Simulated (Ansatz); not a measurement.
# Ti: a line through a two-coordinate scan

An exercise on one series of results from a longer session: the logs are not shown, and one member is left open.

Computed with Ansatz 0.2.0 (DFT PBE, scalar-relativistic, plane waves, PAW, unless a step's input says otherwise).

27 further runs of the same task are left out: 27 set aside as unsound or not needed.

## The structure to begin with

The structure is cubic, space group Im-3m (No. 229). The conventional cell has a = 3.255 Å, b = 3.255 Å, c = 3.255 Å, α = 90.00°, β = 90.00°, γ = 90.00°. Ti (site symmetry m-3m) has 8 Ti at 2.82 Å as nearest neighbours.

As a file:

```
CELL_PARAMETERS angstrom
-1.62762 1.62762 1.62762
1.62762 -1.62762 1.62762
1.62762 1.62762 -1.62762
ATOMIC_POSITIONS crystal
Ti 0.00000 0.00000 0.00000
```

This cell was relaxed beforehand with the same method: volume 17.25 Å³/atom, gap on the mesh none (metal).

## Plan of the line

The energy is mapped over volume and the cell's shape.

First coordinate, volume per atom: 7 values from 14.49 to 20.01 Å³. Second coordinate, c/a of the conventional cell: 9 values from 0.861 to 1.566.

Nothing else is relaxed (symmetry fixes all fractional coordinates). Energies count from the relaxed crystal. Points are written as (first, second).

The first run:

input.yaml reads:

```yaml
crystal:
  lattice:
    - [-1.390091008, 1.390091008, 1.8743987152]
    - [1.390091008, -1.390091008, 1.8743987152]
    - [1.390091008, 1.390091008, -1.8743987152]
  atoms:
    - { symbol: Ti, position: [0.0, 0.0, 0.0] }
basis:
  ecutwfc: 520.0
kpoints:
  mp_grid: { grid: [22, 22, 22] }
hamiltonian:
  xc: pbe
  pseudopotentials: { kind: paw, azcp: { folder: soft_1 } }
scf:
  occupations: { method: gaussian, width: 0.15 }
output:
  forces: true
  stress: true
  eigenvalues: true
```

Run with:

```bash
$ ansatz run input.yaml --threads 1 --pin off --max-ram 2048MiB --backend cpu --events-out ev --progress --plain --runs-dir out
```

Among the steps run: The run at (14.49 Å³, 1.348); Grid point (15.41 Å³, 1.348); Point (16.33 Å³, 1.348); Point (18.17 Å³, 1.348); The run at (19.09 Å³, 1.348); Point (20.01 Å³, 1.348).

One of the session's tables, all rows but one given; the rest of the session is left out.

```
volume per atom (Å³)  energy (meV/atom)  slope (meV/atom per Å³)  pressure (GPa)
               14.49                164                     −166            26.6
               15.41                  ?                        ?               ?
               16.33                −23                      −47             7.5
               17.25                −47                       −5             0.9
               18.17                −36                       27            −4.4
               19.09                1.4                       53            −8.5
               20.01                 60                       73           −11.8
```

Estimate the missing values for volume per atom (Å³) = 15.41.

Worked estimate for «energy (meV/atom)». A straight line through the neighbours (14.49, 164) and (16.33, −23) gives 164 + (−23 − 164) × (15.41 − 14.49) / (16.33 − 14.49) = 70; a parabola fitted to 3 rows on both sides gives 47.

As computed: energy (meV/atom): 43; slope (meV/atom per Å³): −99; pressure (GPa): 15.9. In «energy (meV/atom)» the line misses by +27 and the parabola by +4.

Energies count from the relaxed crystal. Rows without a step come from runs not printed here or follow by symmetry. Slopes come from the forces (and the stress, where the cell changes), not from differences of energies.

What this shows: Along the line the energy is lowest at 17.25 Å³, −47 meV/atom from the zero. Energies and slopes round the minimum, fitted together, put the minimum at 17.385 Å³, with a curvature of about 39 meV/atom per (Å³)². V·d²E/dV² there is about 110 GPa, a bulk modulus under this line's constraint. The well is lopsided: two grid steps out, the energy rises by 90 meV/atom towards smaller values and 48 meV/atom towards larger ones. The highest point computed, at 14.49 Å³, lies 210 meV/atom above the lowest. This is one cut through a surface in two coordinates; the map's lowest point lies off it.
